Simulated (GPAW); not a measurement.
A run of GPAW 26.7.0 is set up as follows.

File run.py:

```python
from ase.dft.bandgap import bandgap
from ase.io import read, write
from ase.units import GPa
from gpaw import GPAW, PW, setup_paths

setup_paths.insert(0, '.')

atoms = read('GaN.cif')

calc = GPAW(mode=PW(650),
            xc='PBEsol',
            kpts={'size': (8, 8, 4), 'gamma': True},
            occupations={'name': 'fermi-dirac', 'width': 0.05},
            nbands=18,
            convergence={'density': 1e-05, 'energy': 1e-05},
            maxiter=80,
            txt='gpaw.txt')
atoms.calc = calc
energy = atoms.get_potential_energy()
forces = atoms.get_forces()
stress = atoms.get_stress()
calc.write('gs.gpw')
write('result.traj', atoms)
print(f'Energy: {energy:.6f} eV')
print('Forces (eV/A):')
print(forces.round(4))
print('Stress (GPa):', (stress / GPa).round(3))
print('Fermi level:', round(calc.get_fermi_level(), 4), 'eV')
print(f'Gap: {bandgap(calc)[0]:.4f} eV, direct: {bandgap(calc, direct=True)[0]:.4f} eV')
```

The input GaN.cif:

```cif
data_GaN
_cell_length_a 3.26263411
_cell_length_b 3.26263411
_cell_length_c 5.30024144
_cell_angle_alpha 90.00000000
_cell_angle_beta 90.00000000
_cell_angle_gamma 120.00000000
_space_group_name_H-M_alt 'P6_3mc'
_space_group_name_Hall 'P 6c -2c'
_space_group_IT_number 186
loop_
_space_group_symop_operation_xyz
'x,y,z'
'x-y,x,z+1/2'
'-y,x-y,z'
'-x,-y,z+1/2'
'-x+y,-x,z'
'y,-x+y,z+1/2'
'y,x,z+1/2'
'x,x-y,z'
'x-y,-y,z+1/2'
'-y,-x,z'
'-x,-x+y,z+1/2'
'-x+y,y,z'
loop_
_atom_site_label
_atom_site_type_symbol
_atom_site_symmetry_multiplicity
_atom_site_Wyckoff_symbol
_atom_site_fract_x
_atom_site_fract_y
_atom_site_fract_z
_atom_site_occupancy
Ga1 Ga 2 b 0.6666666667 0.3333333333 0.5000000000 1
N1 N 2 b 0.6666666667 0.3333333333 0.8750000000 1
```

Potentials or basis: PAW data sets generated in the run's folder for this functional, pw.

The run is started by

```console
$ gpaw-setup -f PBEsol Ga N
$ OMP_NUM_THREADS=1 python run.py
```

Question: Predict the pressure.

Answer: -9.4 GPa.

Question: Estimate the largest force.

Answer: 0.145 eV/Å.

Forces in eV/Å, atoms in the order of the input:
```
Ga   0.000  0.000 -0.145
Ga   0.000  0.000 -0.145
N    0.000  0.000  0.145
N    0.000  0.000  0.145
```

Caveat: the cutoff is short for stress and forces, so pressures can be off by a GPa or more.
